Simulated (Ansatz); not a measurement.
Cd:

```
CELL_PARAMETERS angstrom
3.09307 0.00000 0.00000
-1.54653 2.67868 0.00000
0.00000 0.00000 10.43074
ATOMIC_POSITIONS crystal
Cd 0.66667 0.33333 0.75000
Cd 0.00000 0.00000 0.50000
Cd 0.33333 0.66667 0.25000
Cd 0.00000 0.00000 0.00000
```

Program: Ansatz 0.2.0. Alike in all runs: task projected density of states; potentials or basis Ansatz PAW; no spin polarisation; cell as given; k mesh 6 × 6 × 2; smearing fermi-dirac 0.05 eV; the mesh is coarse, so values aren't converged.

Task: Order these runs on this cell by their pressure, lowest first.
A. level r2SCAN; cutoff (eV) 500
B. level RPBE; cutoff (eV) 420
C. level PBEsol; cutoff (eV) 420
D. level BLYP; cutoff (eV) 420
E. level LDA; cutoff (eV) 420

Result: E (-3.9 GPa), C (-1.3 GPa), A (0.6 GPa), B (5.7 GPa), D (8.5 GPa).

Caveats: all runs use coarse meshes; the PAW data sets come from PBE, with cores solved anew for the run's functional, which leaves a small shift of forces and pressure; the density of states is complete only up to the lowest level of the last band computed.
